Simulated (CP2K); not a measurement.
**TiSi2 under changes of volume**

One of the cells (14.162 Å³/atom); the others are scaled copies at fixed shape and fractional positions:

```xyz
3
Lattice="4.7794 0.0000 0.0000 2.6449 3.9808 0.0000 -3.5527 -2.2878 2.2331" Properties=species:S:1:pos:R:3 pbc="T T T"
Ti    0.0000    0.0000    0.0000
Si    4.9748    2.6675    0.0000
Si    2.4494    1.3134    0.0000
```

The cell comes from a database or a generator and needn't be the stable form of this composition.

```yaml
Program: CP2K 2026.2
Functional: PBE
Potentials_or_basis: POTENTIAL_UZH Ti GTH-PBE-q12, Si GTH-PBE-q4; TZVP-MOLOPT-PBE-GTH basis
Density_cutoff: 6123 eV
k_mesh: 12 × 12 × 12
Occupations: fermi-dirac, width 0.05 eV
Spin: no spin polarisation
```

```csv
volume (Å³/atom),energy over the lowest point (meV/atom),pressure (GPa),largest force (eV/Å)
13.313,?,?,?
13.596,10.50,6.2,0.004
13.879,2.51,2.9,0.012
14.162,0.00,0.0,0.028
14.446,2.43,-2.6,0.043
14.729,9.29,-5.0,0.058
15.012,20.13,-7.2,0.072
```

**Question.** What does the run at 13.313 Å³/atom give?

**Answer.** Energy over the lowest point 24.64 meV/atom; pressure 9.9 GPa; largest force 0.021 eV/Å.

Worked out: A Birch-Murnaghan fit of order 3 (a polynomial in V^(-2/3)) to the other rows has its minimum at 14.16 Å³/atom with B0 = V·E''(V) = 139 GPa and B' = 4.3 at fixed shape and positions, which overstates the stiffness. It gives 24.59 meV/atom at 13.313 Å³/atom, against the run's 24.64, and -dE/dV = 9.8 GPa, against 9.9.

Energies are extrapolated to zero smearing.

Caveats: the basis of atomic orbitals isn't converged, which shifts pressures, moduli and gaps.
